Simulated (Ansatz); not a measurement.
# C (C2/m) in Ansatz: convergence with n extra bands

Aim: find how far n extra bands must go before the results for C settle, at PBE. This setting moves, with any that are tied to it; all else stays.

Program: Ansatz 0.2.0. These are calculated values, not measurements. Logs are shortened: lines on timing, memory, paths and dates and some standing lists are left out, and cuts for length are marked.

**1. The structure**

It takes space group C2/m (No. 12, monoclinic). The conventional cell has a = 4.255 Å, b = 2.457 Å, c = 3.765 Å, α = 90.00°, β = 111.49°, γ = 90.00°. C (site symmetry m) is surrounded by 3 C at 1.42 Å.

This is a stacking variant of graphite.

**2. With n extra bands 1**

The input, input.yaml:

```yaml
crystal:
  lattice:
    - [2.1273203072, -1.22828244, 0.0]
    - [2.1273203072, 1.22828244, 0.0]
    - [-1.3790696309, 0.0, 3.5028300786]
  atoms:
    - { symbol: C, position: [0.16664447, 0.16664447, 0.99990696] }
    - { symbol: C, position: [0.83335553, 0.83335553, 9.304e-05] }
kpoints:
  mp_grid: { grid: [13, 13, 8] }
scf:
  occupations: { method: fermi_dirac, width: 0.05 }
  n_extra_bands: 1
hamiltonian:
  xc: pbe
  pseudopotentials: { kind: all_electron, lapw: { basis_error: 0.001 } }
output:
  forces: true
  stress: true
  eigenvalues: true
```

Potentials or basis: all-electron LAPW, scalar-relativistic.

Started as:

```sh
> ansatz run input.yaml --threads 1 --pin off --max-ram 3072MiB --backend cpu --events-out ev --progress --plain --runs-dir out
```

It took 63 s on 1 thread of Intel Xeon at 2.50GHz (Skylake/Cascade Lake), shared host; peak memory 0.58 GiB.

Results:

```
Free energy            : -2073.7226 eV
Pressure               : 3.7 GPa
Largest force          : 0.005 eV/Å
Band gap on the k mesh : 0.93 eV, indirect (least direct gap 0.94 eV)
```

**3. With n extra bands 2**

Changes to input.yaml since step 2:

```diff
@@ -12,3 +12,3 @@
   occupations: { method: fermi_dirac, width: 0.05 }
-  n_extra_bands: 1
+  n_extra_bands: 2
 hamiltonian:
```

Potentials or basis: all-electron LAPW, scalar-relativistic.

Started as:

```sh
> ansatz run input.yaml --threads 1 --pin off --max-ram 3072MiB --backend cpu --events-out ev --progress --plain --runs-dir out
```

It took 64 s on 1 thread of Intel Xeon at 2.50GHz (Skylake/Cascade Lake), shared host; peak memory 0.59 GiB.

Results:

```yaml
Free_energy: -2073.7226 eV
Pressure: 3.7 GPa
Largest_force: 0.005 eV/Å
Band_gap_on_the_k_mesh: 0.93 eV, indirect (least direct gap 0.94 eV)
```

**4. With n extra bands 4**

Changes to input.yaml since step 3:

```diff
@@ -12,3 +12,3 @@
   occupations: { method: fermi_dirac, width: 0.05 }
-  n_extra_bands: 2
+  n_extra_bands: 4
 hamiltonian:
```

Started as:

```sh
> ansatz run input.yaml --threads 1 --pin off --max-ram 3072MiB --backend cpu --events-out ev --progress --plain --runs-dir out
```

Run time: 77 s. Hardware: 1 thread of Intel Xeon at 2.50GHz (Skylake/Cascade Lake), shared host; peak memory 0.61 GiB.

Results:

```yaml
Free_energy: -2073.7226 eV
Pressure: 3.7 GPa
Largest_force: 0.005 eV/Å
Band_gap_on_the_k_mesh: 0.93 eV, indirect (least direct gap 0.94 eV)
```

**5. With n extra bands 8**

Changes to input.yaml since step 4:

```diff
@@ -12,3 +12,3 @@
   occupations: { method: fermi_dirac, width: 0.05 }
-  n_extra_bands: 4
+  n_extra_bands: 8
 hamiltonian:
```

Started as:

```sh
> ansatz run input.yaml --threads 1 --pin off --max-ram 3072MiB --backend cpu --events-out ev --progress --plain --runs-dir out
```

Wall time 91 s (1 thread of Intel Xeon at 2.50GHz (Skylake/Cascade Lake), shared host); peak memory 0.64 GiB.

What came out:

* Free energy: -2073.7226 eV
* Pressure: 3.7 GPa
* Largest force: 0.005 eV/Å
* Band gap on the k mesh: 0.93 eV, indirect (least direct gap 0.94 eV)

**6. With n extra bands 16**

Changes to input.yaml since step 5:

```diff
@@ -12,3 +12,3 @@
   occupations: { method: fermi_dirac, width: 0.05 }
-  n_extra_bands: 8
+  n_extra_bands: 16
 hamiltonian:
```

Potentials or basis: all-electron LAPW, scalar-relativistic.

Started as:

```sh
> ansatz run input.yaml --threads 1 --pin off --max-ram 3072MiB --backend cpu --events-out ev --progress --plain --runs-dir out
```

It took 2.1 min on 1 thread of Intel Xeon at 2.50GHz (Skylake/Cascade Lake), shared host; peak memory 0.71 GiB.

Results (log left out):

* Free energy: -2073.7226 eV
* Pressure: 3.7 GPa
* Largest force: 0.005 eV/Å
* Band gap on the k mesh: 0.93 eV, indirect (least direct gap 0.94 eV)

**7. With n extra bands 32**

Changes to input.yaml since step 6:

```diff
@@ -12,3 +12,3 @@
   occupations: { method: fermi_dirac, width: 0.05 }
-  n_extra_bands: 16
+  n_extra_bands: 32
 hamiltonian:
```

Potentials or basis: all-electron LAPW, scalar-relativistic.

Started as:

```sh
> ansatz run input.yaml --threads 1 --pin off --max-ram 3072MiB --backend cpu --events-out ev --progress --plain --runs-dir out
```

Log:

```text
Warning: RAYON_NUM_THREADS=1 ignored (pool sized by the plan → 1); use --threads N
LAPW: plane waves up to 11.772 Å⁻¹, error target 1.0e-3 eV per atom; small_component_spin mean_spin; C in spheres of 0.709 Å, 6 of its electrons in bands, Dirac shells [] (how accurate: hamiltonian.pseudopotentials.lapw.basis_error, Limitations)
scf.n_extra_bands = 32 over 6 filled bands (N_el = 12.0): the run solves 38 bands
Engine: ansatz 0.2.0, x86_64-unknown-linux-gnu
Pseudopotentials: kind: all_electron
Pseudopotential: C, LAPW, valence charge 6, lapw/all_electron/scalar/gaussian/C, Koelling and Harmon's equation, gaussian nucleus
Functional definition: PBE
  parameter kappa = 0.804
  parameter beta = 0.06672455060314922
  exchange = pbe_x(kappa = kappa, mu = beta*pi^2/3)
  correlation = pbe_c(beta = beta)
Crystal: 2 atoms, lattice volume = 18.305 Å³
Basis set: ecut = 527.9763831979737 eV, 515 PW (Γ), exchange–correlation at level 2
Bands: 38, of which v1, the nominal top of the filled ones, is band 6 counted from 1 (5 counted from 0)
Symmetry: 4 space group operations
Space group: C2/m (ITA 12), of the structure as read, at distance tolerance 2.6e-5 Å
k-points: 371 of 1352
Non-local potential: C, projectors of the file, none
Initial density: superposition of atomic densities (chi_scale 0.1, normalization cell)
Initial wavefunctions: plane waves of lowest kinetic energy (no species holds an atomic orbital)
Functional: x = pbe(κ = 0.804, μ = 0.2195149727645171), c = pbe(β = 0.06672455060314922)
iter 1 solved again at ethr=2.13e-2 eV; its pass at ethr=1.00e-1 eV (dr2=2.56e0 eV) is discarded
SCF iter   1: F=—  HF=-2074.920507 eV  |F-HF|=—  |Δ(HF+E_count)|=         —  Δρ=1.25e-1  dr2=2.56e0  ethr=2.13e-2  ⟨swp⟩=2.0  Hψ=83063  notcnv=0
preconditioner: auto → none  [insulator: Δε(μ)=1.043 eV  Ē_g=53.028 eV  σ=0.050 eV  W_gap=1.00  n_scr=2 (ndim 8)  ℏωp=24.5 eV  f_vac=0.000  D(μ)=0.00/eV (n_scr^D=0)  ε∞_Penn≈1.2]
iter 2 solved again at ethr=1.85e-3 eV; its pass at ethr=2.13e-2 eV (dr2=2.23e-1 eV) is discarded
SCF iter   2: F=—  HF=-2073.800236 eV  |F-HF|=—  |Δ(HF+E_count)|=    1.12e0  Δρ=4.35e-2  dr2=2.22e-1  ethr=1.85e-3  ⟨swp⟩=2.0  Hψ=61726  notcnv=0
SCF iter   3: F=—  HF=-2073.722303 eV  |F-HF|=—  |Δ(HF+E_count)|=         —  Δρ=7.54e-3  dr2=3.25e-3  ethr=1.85e-3  ⟨swp⟩=2.8  Hψ=35428  notcnv=0
the basis was enlarged: its passes take 188.1 KiB over the memory plan, 1 of 1 planned eigensolver slots
SCF iter   4: F=—  HF=-2073.722606 eV  |F-HF|=—  |Δ(HF+E_count)|=   3.04e-4  Δρ=2.51e-4  dr2=1.44e-5  ethr=2.71e-5  ⟨swp⟩=2.0  Hψ=28861  notcnv=0
SCF iter   5: F=—  HF=-2073.722606 eV  |F-HF|=—  |Δ(HF+E_count)|=   8.87e-8  Δρ=6.45e-5  dr2=2.68e-7  ethr=1.20e-7  ⟨swp⟩=2.0  Hψ=23030  notcnv=0
SCF iter   6: F=-2073.722607 eV  HF=-2073.722607 eV  |F-HF|=1.90e-9  |Δ(HF+E_count)|=   5.45e-7  Δρ=3.18e-6  dr2=9.89e-10  ethr=2.23e-9  ⟨swp⟩=2.8  Hψ=23442  notcnv=0
SCF 1 converged in 6 iterations: F = -2073.722607 eV  dr2 = 9.89e-10
SCF converged after 6 iterations
Free energy (F): -2073.722607 eV
Harris-Foulkes:  -2073.722607 eV  (|F-HF|=1.90e-9)
Internal energy: -2073.722606 eV  (E = F + TS)
E sigma→0 (E₀):  -2073.722606 eV
Entropy (-TS):   -0.000001 eV (-0.001 meV/atom)
Fermi energy:    6.851046 eV
--- Per-component energies (eV) ---
  E_band       = -1055.410136
  E_kinetic    = 2067.694077
  E_xc         = -294.492736
  E_electrostatic = -3846.923947  (all electrons and nuclei)
  E_smearing   = -0.000001  (= −TS)
  E_closure    = 0.000000  (closes the sum)
  E_atoms      = -2055.265647  (free atoms, spherical and without spin; not in F)
  Σ components = -2073.722607   (vs F -2073.722607, Δ=0.00e0)
  Basis errors (estimates in eV, not in F): energy 6.4e-4 per atom: plane waves 6.3e-4 (4.1e-4 summed), levels above the bands 0.0e0, relativity 1.4e-8, radial functions 7.3e-6, core shells 0.0e0; eigenvalues (radial functions only) 1.1e-4; not estimated: angular momenta, meshes, grids; target (lapw.basis_error) 1.0e-3; muffin-tin radii C 0.709 Å
--- Forces (eV/Å), atoms counted from 1 ---
  atom   1  C     -0.00235081     0.00000000     0.00401092
  atom   2  C      0.00235081    -0.00000000    -0.00401092
  max |Σ_I F_I| component: 0.00e0 eV/Å
--- Stress (GPa, compression-positive) ---
        4.544884      -0.000000      -0.029461
       -0.000000       4.473825       0.000000
       -0.029461       0.000000       2.193874
  P = ⅓ Tr σ = 3.7375 GPa (37.375 kbar)
--- Band table (eV; the first three rows and the last of 371) ---
  k-point 0: bands = ["-259.1018", "-259.0750", "-12.9083", "-0.0593", "3.7695", "3.7730", "10.7083", "15.2179", "15.2200", "18.2968", "19.6405", "29.6049", "30.9848", "34.4097", "34.5116", "37.5576", "37.6539", "41.1065", "43.3989", "45.5524", "47.3660", "47.7701", "48.1254", "48.5944", "52.3261", "55.5005", "55.7531", "59.9721", "60.7916", "60.9694", "62.1038", "64.5975", "64.8904", "79.1529", "79.1593", "81.7895", "83.0972", "86.7312"]
  k-point 1: bands = ["-259.1018", "-259.0750", "-12.8785", "-0.3278", "3.7680", "3.7712", "11.3523", "15.2134", "15.2145", "18.3165", "19.6208", "29.5521", "29.9963", "34.4934", "34.5542", "38.0036", "38.1347", "39.8496", "44.8022", "45.0246", "45.3219", "45.8771", "50.4153", "50.6341", "52.7265", "55.0092", "55.1869", "59.0172", "59.6111", "59.8336", "64.6993", "67.1150", "67.5834", "79.0779", "79.1057", "79.3187", "83.4789", "84.4835"]
  k-point 2: bands = ["-259.1018", "-259.0750", "-12.8050", "-0.9100", "3.7645", "3.7668", "13.0239", "15.2011", "15.2025", "18.3664", "19.5708", "27.4916", "29.4334", "34.7961", "34.8204", "39.1135", "39.2954", "39.3154", "42.4001", "42.6718", "45.0283", "47.8110", "49.6830", "50.0107", "54.0022", "55.7865", "56.0125", "58.7853", "60.0844", "60.2317", "67.5479", "71.6763", "72.3248", "76.8616", "77.8226", "78.2613", "79.9958", "80.1285"]
  k-point 370: bands = ["-259.0926", "-259.0842", "-7.4552", "-6.4408", "-0.0793", "4.7937", "8.6596", "15.0630", "18.4357", "19.2063", "23.3884", "26.5745", "28.8377", "30.2346", "31.5376", "37.1561", "38.2790", "41.1128", "44.9655", "45.5978", "48.4529", "50.3926", "53.7848", "55.8187", "58.7689", "60.1592", "60.1771", "63.6048", "64.2929", "64.5229", "65.7841", "67.4324", "69.4458", "72.4821", "74.6854", "77.0271", "77.5484", "80.7206"]
```

Wall time 2.5 min (1 thread of Intel Xeon at 2.50GHz (Skylake/Cascade Lake), shared host); peak memory 0.96 GiB.

Results:

| Quantity | Value |
| --- | --- |
| Free energy | -2073.7226 eV |
| Pressure | 3.7 GPa |
| Largest force | 0.005 eV/Å |
| Band gap on the k mesh | 0.93 eV, indirect (least direct gap 0.94 eV) |

**8. Summary**

```
n extra bands  energy less the tightest run, at zero smearing (meV/atom)  SCF cycles  CPU time (s)  peak memory (GiB)
            1                                                       0.01           6            63               0.58
            2                                                       0.01           6            64               0.59
            4                                                       0.01           6            77               0.61
            8                                                       0.01           6            87               0.64
           16                                                       0.01           6           120               0.71
           32                                                       0.00           6           150               0.96
```

Against the tightest run, the energy stays within 1 meV/atom from 1 on. The tightest run that finished is the yardstick and may itself not be fully converged.

Caveats: an odd mesh through Γ misses points on the zone boundary, where band edges often lie; this functional lacks dispersion, which binds the layers, so the pressure and a relaxed spacing across them are unreliable.
